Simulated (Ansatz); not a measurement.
# Relaxing Si2Ni

Method: Ansatz, DFT PBEsol, scalar-relativistic, plane waves, PAW. Settings: 420 eV cutoff, 14×14×14 k-mesh, Gaussian smearing of 0.10 eV, no spin polarisation.

What was changed: relaxed at 1 GPa.

Command:

```bash
ansatz run input.yaml --threads 1 --pin off --max-ram 2560MiB --backend cpu --events-out ev --progress --plain --runs-dir out
```

Input:

```yaml
crystal:
  lattice:
    - [0.0, 2.6869087525, 2.6869087525]
    - [2.6869087525, 0.0, 2.6869087525]
    - [2.6869087525, 2.6869087525, 0.0]
  atoms:
    - { symbol: Si, position: [0.25, 0.25, 0.25] }
    - { symbol: Si, position: [0.75, 0.75, 0.75] }
    - { symbol: Ni, position: [0.0, 0.0, 0.0] }
basis:
  ecutwfc: 420
kpoints:
  mp_grid: { grid: [14, 14, 14] }
hamiltonian:
  xc: pbesol
scf:
  occupations: { method: gaussian, width: 0.1 }
output:
  forces: true
  stress: true
  eigenvalues: true
relax:
  adjacent_minimum: "off"
  f_tol: 0.008
  max_steps: 50
  cell: { stress_tol: 0.08, p_target: 1.0 }
```

F is the free energy. Steps run on the plane waves of an earlier cell, but the last one, and at times one on the way, on a freshly chosen basis, so a repeated geometry can differ a little in energy. The relaxation lowers the enthalpy F + PV at the target pressure, so F itself can rise.

Steps:

```tsv
step	F − F(1) (eV)	largest force component (eV/Å)	V (Å³/atom)	P (GPa)
1	0.0000	0.000	12.932	1.59
2	-0.0006	0.000	12.957	1.27
3	-0.0011	0.000	12.978	1.00
4	-0.0011	0.000	12.978	1.00
```

Relaxed structure:

```yaml
crystal:
  lattice:
    - [0.00000, 2.69011, 2.69011]
    - [2.69011, 0.00000, 2.69011]
    - [2.69011, 2.69011, 0.00000]
  atoms:
    - { symbol: Si, position: [0.25000, 0.25000, 0.25000] }
    - { symbol: Si, position: [0.75000, 0.75000, 0.75000] }
    - { symbol: Ni, position: [0.00000, 0.00000, 0.00000] }
```

It takes space group Fm-3m (No. 225, cubic). The conventional cell has a = 5.380 Å, b = 5.380 Å, c = 5.380 Å, α = 90.00°, β = 90.00°, γ = 90.00°. Si (site symmetry -43m) has 4 Ni at 2.33 Å as nearest neighbours. Around Ni (site symmetry m-3m) lie 8 Si at 2.33 Å.

The run converged. The run took 18 s on 1 thread of Arm Neoverse V1 (shared host), peak memory 0.36 GiB.